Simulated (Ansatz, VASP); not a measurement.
**One calculation of V, two programs**

```
V
1.0
    -1.46448    1.46448    1.46448
     1.46448   -1.46448    1.46448
     1.46448    1.46448   -1.46448
V
1
Cartesian
  0.0000 0.0000 0.0000
```

Alike in both runs: task single point; functional PBEsol; k mesh 20 × 20 × 20; occupations gaussian, width 0.1 eV; no spin polarisation.

|  | VASP | Ansatz |
| --- | --- | --- |
| version | VASP 6.6.1 | Ansatz 0.2.0 |
| potentials or method | VASP PAW PBE potentials, release 64 (V_sv) | scalar-relativistic, plane waves, PAW |
| plane-wave cutoff (eV) | 520 | 420 |
| valence electrons in the cell | 13 | 13 |

Ansatz gave:

```
gap on the k mesh at the Fermi level (eV) : none
pressure (GPa)                            : 6.4
```

Problem. Which values does VASP return?

Solution. gap on the k mesh at the Fermi level (eV): none; pressure (GPa): 6.6.

A gap of «none» marks a metal or a gap that the smearing closes. With one functional, cell and mesh, what is left measures potentials, basis and numerics.

Caveats: the PAW data sets were made with another functional, which shifts forces and pressure a little (VASP).
